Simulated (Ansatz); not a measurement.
**Stationary points along a deformation path in Ti**

Computed with DFT PBE, scalar-relativistic, plane waves, PAW in Ansatz 0.2.0. Settings: plane waves to 420 eV, k-mesh 22×22×22 (Γ-centred), Gaussian smearing 0.15 eV. No spin polarisation. Energies are free energies at this smearing, counted from the undisturbed cell; pressure is positive in compression.

Zero of the scan (as given, not relaxed at this level; it stands at -2.4 GPa; this bcc form isn't the usual structure):

```
CELL_PARAMETERS angstrom
-1.64100 1.64100 1.64100
1.64100 -1.64100 1.64100
1.64100 1.64100 -1.64100
ATOMIC_POSITIONS crystal
Ti 0.00000 0.00000 0.00000
```

At fixed volume and fractional coordinates, lengths along (0.000, 0.000, 1.000) are scaled against those across it; ρ is that ratio over its starting value. V = 17.676 Å³/atom. Δσ is the stress along the axis less the mean stress across it (compression positive).

```csv
ρ,ΔE (meV/atom),Δσ (GPa),space group
0.650,220.5,21.86,I4/mmm
0.707,98.6,16.81,I4/mmm
0.780,14.7,6.99,I4/mmm
0.850,-11.9,1.46,I4/mmm
0.920,-7.6,-2.18,I4/mmm
0.960,-1.8,-1.25,I4/mmm
1.000,0.0,0.00,Im-3m
1.050,-2.0,1.05,I4/mmm
1.100,-7.2,2.03,I4/mmm
1.200,-25.1,3.28,I4/mmm
1.300,-43.1,2.54,I4/mmm
1.414,-51.6,0.01,Fm-3m
1.500,-47.2,-1.95,I4/mmm
```

Q: How does the stress give the slope of the energy, and where is the energy stationary?

A: Along the path d ln(length) is 2/3 d ln ρ on the axis and −1/3 d ln ρ across it, so dE/d ln ρ = −(2/3) V Δσ: the energy falls with ρ where Δσ is positive. Δσ vanishes or changes sign between ρ = 0.850 and 0.920, a minimum (near 0.88 by linear interpolation); at ρ = 1.000 (Im-3m), a maximum at 0.0 meV/atom; at ρ = 1.414 (Fm-3m), a minimum at -51.6 meV/atom. Pairs of stationary points between two samples would go unseen, and could change a minimum read from distant neighbours into a maximum. At ρ = 1.000, 1.414 the cell is cubic, where symmetry alone makes the stress isotropic and the slope zero.

Q: Which shear constant sets the curvature at ρ = 1?

A: For a cubic crystal E/V = (2/3) C (ln ρ)² with C = C′ = (C11 − C12)/2, so Δσ = −2C ln ρ. The parabola of Δσ against ln ρ through ρ = 0.960, 1 and 1.050 gives C ≈ -13.2 GPa with the ions clamped, rough because the steps are large. It is the stress–strain coefficient at this cell's pressure of -2.4 GPa, not the zero-pressure constant. It is negative, so the cubic cell is unstable to this shear.

Q: Integrate that slope from ρ = 1 to 1.200 by the trapezoid rule.

A: With V/N in Å³ and 1 eV/Å³ = 160.2 GPa the slopes at ρ = 1.000, 1.050, 1.100, 1.200 are 0, -78, -149, -242 meV/atom per unit of ln ρ. The steps add (-1.9) + (-5.3) + (-17.0) = -24.2 meV/atom, against -25.1 from the energies; the trapezoid rule misses the curvature of the slope within each step.

Q: Is the start the lowest point of the path?

A: No: ρ = 1.414 lies 51.6 meV/atom lower, with no sampled rise above the start on the way. Volume and inner coordinates are held, so a relaxed structure there would lie lower still.

In a metal these slopes depend on the k mesh and the smearing.